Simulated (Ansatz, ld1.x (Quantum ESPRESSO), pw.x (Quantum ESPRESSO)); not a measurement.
**pw.x on bcc As: one setting changed**

Potential: PAW, ld1.x (Quantum ESPRESSO) 7.5, PBE; core [Ar] 3d10, reference 4s1.75 4p3.25; waves: 4s (bound): rcut 1.45, rcutus 1.65 bohr; 4s channel at 1 Ry: rcut 1.45, rcutus 1.65 bohr; 4p (bound): rcut 1.35, rcutus 1.85 bohr; 4p channel at 1.75 Ry: rcut 1.35, rcutus 1.85 bohr; 4d channel at 0.35 Ry: rcut 1.55, rcutus 1.85 bohr; local part: all-electron potential smoothed inside 1.40 bohr (lloc = -1); core correction: Bessel-smoothed model core inside 1.05 bohr; augmentation: PSQ, inside the norm-conserving radii.

The reference run (k-mesh 14³, cutoffs 40/320 Ry, Fermi–Dirac 0.01 Ry, mixing_beta 0.4, conv_thr 1e-9, no spin) gives -0.85 GPa at 19.100 Å³/atom, where all-electron LAPW gives -0.22 GPa. This run, with its own iteration cap, changes ecutrho/ecutwfc to 2.

```
&control
  calculation='scf', prefix='x', pseudo_dir='./', outdir='./tmp', tstress=.true., disk_io='none'
/
&system
  ibrav=0, nat=1, ntyp=1, ecutwfc=40, ecutrho=80, nbnd=9,
  occupations='smearing', smearing='fd', degauss=0.01
/
&electrons
  conv_thr=1e-09, mixing_beta=0.4, electron_maxstep=60
/
ATOMIC_SPECIES
As 1.0 As.UPF
CELL_PARAMETERS angstrom
  -1.68393165 1.68393165 1.68393165
  1.68393165 -1.68393165 1.68393165
  1.68393165 1.68393165 -1.68393165
ATOMIC_POSITIONS crystal
As 0.0000 0.0000 0.0000
K_POINTS automatic
14 14 14 0 0 0
```

```bash
pw.x < As.scf.in > As.scf.out
```

How does the run end?

It converges in 5 iterations; the free energy moves by -154.3 meV/atom and the pressure by +0.54 GPa. Below 4 the density is truncated and F is no longer variational, so a small shift in one case is no licence.

```
Message from routine set_cutoff:
     ecutrho < 4*ecutwfc, are you sure?
     Message from routine setup:
     using ibrav=0 with symmetry is DISCOURAGED, use correct ibrav instead
     lattice parameter (alat)  =       5.5117  a.u.
     unit-cell volume          =     128.8932 (a.u.)^3
     number of electrons       =         5.00
     number of Kohn-Sham states=            9
     kinetic-energy cutoff     =      40.0000  Ry
     charge density cutoff     =      80.0000  Ry
     scf convergence threshold =      1.0E-09
     Exchange-correlation= SLA  PW   PBX  PBC
     number of k points=   104  Fermi-Dirac smearing, width (Ry)=  0.0100
     iteration #  1     ecut=    40.00 Ry     beta= 0.40
     total energy              =    -175.98374907 Ry
     estimated scf accuracy    <       0.00038789 Ry
     iteration #  2     ecut=    40.00 Ry     beta= 0.40
     total energy              =    -175.98383170 Ry
     estimated scf accuracy    <       0.00014731 Ry
     iteration #  3     ecut=    40.00 Ry     beta= 0.40
     total energy              =    -175.98383843 Ry
     estimated scf accuracy    <       0.00000046 Ry
     iteration #  4     ecut=    40.00 Ry     beta= 0.40
     total energy              =    -175.98383858 Ry
     estimated scf accuracy    <       0.00000002 Ry
     iteration #  5     ecut=    40.00 Ry     beta= 0.40
     the Fermi energy is     8.8465 ev
!    total energy              =    -175.98383858 Ry
     estimated scf accuracy    <          1.5E-10 Ry
     smearing contrib. (-TS)   =      -0.00230250 Ry
     The total energy is F=E-TS. E is the sum of the following terms:
     one-electron contribution =       5.58978585 Ry
     hartree contribution      =       0.27502539 Ry
     xc contribution           =     -40.06849311 Ry
     ewald contribution        =     -14.29540959 Ry
     one-center paw contrib.   =    -127.48244463 Ry
     convergence has been achieved in   5 iterations
          total   stress  (Ry/bohr**3)                   (kbar)     P=       -3.09
     Message from routine punch:
     Nothing written, as per user request (disk_io='none')
```

The run took about 3.9 s on one core of a shared host (Neoverse-V1, 64 threads, 251 GiB, load 30).
